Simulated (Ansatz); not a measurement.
# MgSi in Ansatz: the effect of functional

Crystal: MgSi.

```xyz
2
Lattice="2.8889 0.0000 0.0000 0.0000 2.8889 0.0000 0.0000 0.0000 4.0759" Properties=species:S:1:pos:R:3 pbc="T T T"
Si    1.4444    1.4444    2.0379
Mg    0.0000    0.0000    0.0000
```

The cell comes from a database or a generator and needn't be the stable form of this composition.

The cell isn't the ideal one: volume scaled by 0.98.

Alike in all runs:

```yaml
Program: Ansatz 0.2.0
Task: single point
Potentials_or_basis: Ansatz PAW
k_mesh: 9 × 9 × 7
Occupations: fermi-dirac, width 0.05 eV
Spin: no spin polarisation
```

```csv
functional,cutoff,pressure (GPa)
LDA,420 eV (not typed: the program's choice for these potentials),?
PBEsol,420 eV (not typed: the program's choice for these potentials),-0.2
r2SCAN,500 eV (not typed: the program's choice for these potentials),0.1
```

Q: What does the run with functional LDA give?

A: Pressure -2.0 GPa.

Caveats: the PAW data sets come from PBE, with cores solved anew for the run's functional, which leaves a small shift of forces and pressure.
